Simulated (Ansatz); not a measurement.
# Au (Cmcm) in Ansatz: equation of state

How stiff is Au in PBE, and what volume does it want? The cell is scaled to several volumes.

All numbers are computed with Ansatz 0.2.0; they aren't measurements. Logs are shortened: lines on timing, memory, paths and dates and some standing lists are left out, and cuts for length are marked.

## (1) The structure

The structure is orthorhombic, space group Cmcm (No. 63). Conventional cell: a = 2.823 Å, b = 5.112 Å, c = 4.893 Å, α = 90.00°, β = 90.00°, γ = 90.00°. Au (site symmetry m2m) has 12 Au at 2.82 to 2.97 Å as nearest neighbours.

This isn't the form of Au at room conditions, which is fcc.

## (2) Single point, PBE, 16.59 Å³/atom (volume scaled by 0.94)

File input.yaml:

```yaml
crystal:
  lattice:
    - [1.3824996368, -2.5037564861, 0.0]
    - [1.3824996368, 2.5037564861, 0.0]
    - [0.0, 0.0, 4.7932809775]
  atoms:
    - { symbol: Au, position: [0.33467203, 0.66532797, 0.25] }
    - { symbol: Au, position: [0.66532797, 0.33467203, 0.75] }
hamiltonian:
  xc: pbe
  pseudopotentials: { kind: paw }
kpoints:
  mp_grid: { grid: [11, 11, 6] }
scf:
  occupations: { method: fermi_dirac, width: 0.05 }
output:
  forces: true
  stress: true
  eigenvalues: true
  write_density: true
  write_potential: true
  elf: true
  volumetric_format: npy
```

Potentials or basis: Ansatz PAW.

On the command line:

```
> ansatz run input.yaml --threads 2 --pin off --max-ram 5120MiB --backend cpu --events-out ev --progress --plain --runs-dir out
```

Log:

```text
Warning: RAYON_NUM_THREADS=2 ignored (pool sized by the plan → 2); use --threads N
Engine: ansatz 0.2.0, aarch64-unknown-linux-gnu
Pseudopotentials: kind: paw
Pseudopotential: Au, paw, valence charge 19, recommended cutoff 420 eV (normal), Au.paw.azcp
Functional definition: PBE
  parameter kappa = 0.804
  parameter beta = 0.06672455060314922
  exchange = pbe_x(kappa = kappa, mu = beta*pi^2/3)
  correlation = pbe_c(beta = beta)
Crystal: 2 atoms, lattice volume = 33.183 Å³
Basis set: ecut = 420 eV, 669 PW (Γ), exchange–correlation on 40×40×72 points (8 copies of the dense FFT grid, shifted against one another)
Bands: 23, of which v1, the nominal top of the filled ones, is band 19 counted from 1 (18 counted from 0)
Symmetry: 8 space group operations
Space group: Cmcm (ITA 63), of the structure as read, at distance tolerance 3.2e-5 Å
k-points: 144 of 726
Non-local potential: Au, projectors of the file, l = 0: 3, l = 1: 2, l = 2: 2, l = 3: 1
PAW form: soft (Blöchl's): semilocal exchange-correlation on the pseudo side does not see the compensation charge
PAW one-centre angular grid: Au, 590 points (default); XC on 64 Gauss nodes
Initial density: superposition of atomic densities (neutral atoms: chi_scale 0, normalization atom), corrected by the library's trained network
Initial wavefunctions: pseudopotential atomic-orbital guess
Functional: x = pbe(κ = 0.804, μ = 0.2195149727645171), c = pbe(β = 0.06672455060314922)
SCF iter   1: F=—  HF=-26298.516736 eV  |F-HF|=—  |Δ(HF+E_count)|=         —  Δρ=2.43e-3  dr2=5.55e-4  ethr=1.77e-3  ⟨swp⟩=4.6  Hψ=12519  notcnv=0
preconditioner: auto → Kerker (q_TF=auto, 2.791 Å⁻¹)  [metal: Δε(μ)=0.002 eV  Ē_g=11.331 eV  σ=0.050 eV  W_gap=0.01  n_scr=10 (ndim 8)  ℏωp=30.2 eV  f_vac=0.000  D(μ)=0.94/eV (n_scr^D=2)]
SCF iter   2: F=—  HF=-26298.518181 eV  |F-HF|=—  |Δ(HF+E_count)|=   1.44e-3  Δρ=1.43e-3  dr2=2.12e-4  ethr=1.46e-6  ⟨swp⟩=2.9  Hψ=7786  notcnv=0
SCF iter   3: F=—  HF=-26298.518483 eV  |F-HF|=—  |Δ(HF+E_count)|=   3.02e-4  Δρ=1.29e-4  dr2=1.88e-6  ethr=5.59e-7  ⟨swp⟩=2.0  Hψ=4897  notcnv=0
SCF iter   4: F=—  HF=-26298.518473 eV  |F-HF|=—  |Δ(HF+E_count)|=   1.01e-5  Δρ=3.17e-5  dr2=2.64e-7  ethr=4.95e-9  ⟨swp⟩=2.5  Hψ=6085  notcnv=0
iter 5 did not close the SCF: its close was put off for the readings that it lacked (scf_convergence_deferred on its scf_iter line)
SCF iter   5: F=-26298.518473 eV  HF=-26298.518473 eV  |F-HF|=7.93e-9  |Δ(HF+E_count)|=   1.64e-8  Δρ=1.04e-5  dr2=2.97e-8  ethr=6.94e-10  ⟨swp⟩=2.5  Hψ=5972  notcnv=0
SCF iter   6: F=-26298.518473 eV  HF=-26298.518473 eV  |F-HF|=5.09e-10  |Δ(HF+E_count)|=   3.63e-9  Δρ=2.53e-6  dr2=1.39e-9  ethr=7.81e-11  ⟨swp⟩=5.3  Hψ=18585  notcnv=0
SCF 1 converged in 6 iterations: F = -26298.518473 eV  dr2 = 1.39e-9
SCF converged after 6 iterations
Free energy (F): -26298.518473 eV
Harris-Foulkes:  -26298.518473 eV  (|F-HF|=5.09e-10)
Internal energy: -26298.511282 eV  (E = F + TS)
E sigma→0 (E₀):  -26298.514878 eV
Entropy (-TS):   -0.007191 eV (-3.596 meV/atom)
Fermi energy:    21.353318 eV
--- Per-component energies (eV) ---
  E_band       = -389.330113
  E_kinetic    = 1211.844247
  E_local      = -3332.770931  (includes V_loc(G=0)·N_el)
  E_nonlocal   = 148.359890
  E_hartree    = 1429.107400
  E_xc         = -457.125557
  E_vxc        = -552.015483  (∫ρ·V_xc dr)
  E_paw        = -19413.443808  (= ΣΔE_a)
  E_vpaw       = -722.965560  (= ΣTr[D̂ρ^β])
  E_aug_tail   = 0.002934  (compensation charges beyond the density's cutoff)
  E_ewald      = -5884.485457
  E_smearing   = -0.007191  (= −TS)
  E_closure    = 0.000000  (closes the sum)
  Σ components = -26298.518473   (vs F -26298.518473, Δ=0.00e0)
--- Forces (eV/Å), atoms counted from 1 ---
  atom   1  Au     0.00000000    -0.04976337     0.00000000
  atom   2  Au     0.00000000     0.04976337     0.00000000
  max |Σ_I F_I| component: 1.39e-17 eV/Å
--- Stress (GPa, compression-positive) ---
       19.035425       0.000000       0.000000
        0.000000      12.744395       0.000000
        0.000000       0.000000      12.274168
  P = ⅓ Tr σ = 14.6847 GPa (146.847 kbar)
--- Band table (eV; the first three rows and the last of 144) ---
  k-point 0: bands = ["-84.1521", "-84.1410", "-35.7139", "-35.5256", "-35.5158", "-35.4985", "-35.4956", "-35.4872", "11.2393", "13.6994", "16.2801", "16.3456", "16.7159", "16.9800", "17.2641", "17.6741", "17.8686", "19.1187", "19.2089", "20.0266", "24.0960", "35.8792", "36.9017"]
  k-point 1: bands = ["-84.1514", "-84.1417", "-35.6996", "-35.5238", "-35.5138", "-35.5128", "-35.4976", "-35.4891", "11.4695", "13.6813", "16.2323", "16.3139", "16.6481", "16.9238", "17.1976", "17.8303", "18.0395", "18.8203", "19.0735", "19.1762", "25.7479", "35.3741", "37.2507"]
  k-point 2: bands = ["-84.1493", "-84.1438", "-35.6606", "-35.5531", "-35.5179", "-35.5086", "-35.5031", "-35.4943", "12.1082", "13.5131", "16.1590", "16.2904", "16.4953", "16.8712", "17.0490", "17.1900", "18.2015", "18.4031", "18.9091", "19.0440", "28.7658", "34.4379", "36.6207"]
  k-point 143: bands = ["-84.1375", "-84.1375", "-35.7209", "-35.7209", "-35.5622", "-35.5622", "-35.5437", "-35.5437", "14.0676", "14.0676", "15.1871", "15.1871", "18.0283", "18.0283", "18.8031", "18.8031", "19.5417", "19.5417", "21.1727", "21.1727", "25.7146", "25.7146", "34.2654"]
```

Run time: 3.5 s. Hardware: 2 threads of Arm Neoverse V1, shared host; peak memory 0.36 GiB.

Results:

```
Free energy            : -26298.5185 eV
Pressure               : 14.7 GPa
Largest force          : 0.050 eV/Å
Band gap on the k mesh : none (metal or under the smearing width)
```

## (3) Single point, PBE, 16.94 Å³/atom (volume scaled by 0.96)

File input.yaml:

```yaml
crystal:
  lattice:
    - [1.3922358705, -2.521389155, 0.0]
    - [1.3922358705, 2.521389155, 0.0]
    - [0.0, 0.0, 4.8270375896]
  atoms:
    - { symbol: Au, position: [0.33467203, 0.66532797, 0.25] }
    - { symbol: Au, position: [0.66532797, 0.33467203, 0.75] }
hamiltonian:
  xc: pbe
  pseudopotentials: { kind: paw }
kpoints:
  mp_grid: { grid: [11, 11, 6] }
scf:
  occupations: { method: fermi_dirac, width: 0.05 }
output:
  forces: true
  stress: true
  eigenvalues: true
```

Potentials or basis: Ansatz PAW.

On the command line:

```
> ansatz run input.yaml --threads 2 --pin off --max-ram 5120MiB --backend cpu --events-out ev --progress --plain --runs-dir out
```

Wall time 2.6 s (2 threads of Arm Neoverse V1, shared host); peak memory 0.35 GiB.

It converged, with:

```
Free energy            : -26298.5734 eV
Pressure               : 10.3 GPa
Largest force          : 0.042 eV/Å
Band gap on the k mesh : none (metal or under the smearing width)
```

## (4) Single point, PBE, 17.30 Å³/atom (volume scaled by 0.98)

input.yaml, as its differences from that of step 3:

```diff
@@ -2,5 +2,5 @@
   lattice:
-    - [1.3922358705, -2.521389155, 0.0]
-    - [1.3922358705, 2.521389155, 0.0]
-    - [0.0, 0.0, 4.8270375896]
+    - [1.4018378006, -2.5387785952, 0.0]
+    - [1.4018378006, 2.5387785952, 0.0]
+    - [0.0, 0.0, 4.860328556]
   atoms:
```

On the command line:

```
> ansatz run input.yaml --threads 2 --pin off --max-ram 5120MiB --backend cpu --events-out ev --progress --plain --runs-dir out
```

Wall time 2.6 s (2 threads of Arm Neoverse V1, shared host); peak memory 0.36 GiB.

Results (log left out):

- Free energy: -26298.6103 eV
- Pressure: 6.5 GPa
- Largest force: 0.034 eV/Å
- Band gap on the k mesh: none (metal or under the smearing width)

## (5) Single point, PBE, 17.65 Å³/atom

input.yaml, as its differences from that of step 4:

```diff
@@ -2,5 +2,5 @@
   lattice:
-    - [1.4018378006, -2.5387785952, 0.0]
-    - [1.4018378006, 2.5387785952, 0.0]
-    - [0.0, 0.0, 4.860328556]
+    - [1.411309965, -2.555933025, 0.0]
+    - [1.411309965, 2.555933025, 0.0]
+    - [0.0, 0.0, 4.89316961]
   atoms:
```

On the command line:

```
> ansatz run input.yaml --threads 2 --pin off --max-ram 5120MiB --backend cpu --events-out ev --progress --plain --runs-dir out
```

Wall time 2.6 s (2 threads of Arm Neoverse V1, shared host); peak memory 0.36 GiB.

Results (log left out):

| Item | Value |
| --- | --- |
| Free energy | -26298.6314 eV |
| Pressure | 3.2 GPa |
| Largest force | 0.026 eV/Å |
| Band gap on the k mesh | none (metal or under the smearing width) |

## (6) Single point, PBE, 18.00 Å³/atom (volume scaled by 1.02)

input.yaml, as its differences from that of step 5:

```diff
@@ -2,5 +2,5 @@
   lattice:
-    - [1.411309965, -2.555933025, 0.0]
-    - [1.411309965, 2.555933025, 0.0]
-    - [0.0, 0.0, 4.89316961]
+    - [1.420656661, -2.5728602271, 0.0]
+    - [1.420656661, 2.5728602271, 0.0]
+    - [0.0, 0.0, 4.9255756512]
   atoms:
```

Potentials or basis: Ansatz PAW.

On the command line:

```
> ansatz run input.yaml --threads 2 --pin off --max-ram 5120MiB --backend cpu --events-out ev --progress --plain --runs-dir out
```

It took 2.6 s on 2 threads of Arm Neoverse V1, shared host; peak memory 0.36 GiB.

The run converged. Its results:

```
Free energy            : -26298.6388 eV
Pressure               : 0.3 GPa
Largest force          : 0.018 eV/Å
Band gap on the k mesh : none (metal or under the smearing width)
```

## (7) Single point, PBE, 18.36 Å³/atom (volume scaled by 1.04)

input.yaml, as its differences from that of step 6:

```diff
@@ -2,5 +2,5 @@
   lattice:
-    - [1.420656661, -2.5728602271, 0.0]
-    - [1.420656661, 2.5728602271, 0.0]
-    - [0.0, 0.0, 4.9255756512]
+    - [1.4298819627, -2.5895675798, 0.0]
+    - [1.4298819627, 2.5895675798, 0.0]
+    - [0.0, 0.0, 4.9575608049]
   atoms:
```

On the command line:

```
> ansatz run input.yaml --threads 2 --pin off --max-ram 5120MiB --backend cpu --events-out ev --progress --plain --runs-dir out
```

Run time: 2.7 s. Hardware: 2 threads of Arm Neoverse V1, shared host; peak memory 0.36 GiB.

Results (log left out):

| Quantity | Value |
| --- | --- |
| Free energy | -26298.6342 eV |
| Pressure | -2.3 GPa |
| Largest force | 0.011 eV/Å |
| Band gap on the k mesh | none (metal or under the smearing width) |

## (8) Single point, PBE, 18.71 Å³/atom (volume scaled by 1.06)

input.yaml, as its differences from that of step 7:

```diff
@@ -2,5 +2,5 @@
   lattice:
-    - [1.4298819627, -2.5895675798, 0.0]
-    - [1.4298819627, 2.5895675798, 0.0]
-    - [0.0, 0.0, 4.9575608049]
+    - [1.4389897367, -2.6060620855, 0.0]
+    - [1.4389897367, 2.6060620855, 0.0]
+    - [0.0, 0.0, 4.9891384766]
   atoms:
@@ -19 +19,5 @@
   eigenvalues: true
+  write_density: true
+  write_potential: true
+  elf: true
+  volumetric_format: npy
```

On the command line:

```
> ansatz run input.yaml --threads 2 --pin off --max-ram 5120MiB --backend cpu --events-out ev --progress --plain --runs-dir out
```

It took 3.7 s on 2 threads of Arm Neoverse V1, shared host; peak memory 0.37 GiB.

The run converged. Its results:

* Free energy: -26298.6191 eV
* Pressure: -4.5 GPa
* Largest force: 0.005 eV/Å
* Band gap on the k mesh: none (metal or under the smearing width)

## (9) Equation of state, PBE

Potentials or basis: Ansatz PAW.

This step only gathers the single runs of the series.

Results:

* Equilibrium volume: 18.04 Å³/atom
* Bulk modulus at fixed shape and positions: 138 GPa
* Pressure derivative of the bulk modulus: 5.9

Energy against volume, from the lowest point:
```
volume (Å³/atom)  energy (meV/atom)
          16.592              60.19
          16.945              32.74
          17.298              14.29
          17.651               3.71
          18.004               0.00
          18.357               2.32
          18.710               9.90
```

Caveat: the cell was scaled at fixed shape and fractional positions, which overstates the stiffness of a crystal with free parameters, most of all of layers and chains. Spin-orbit coupling is left out, which matters for the levels of Au.
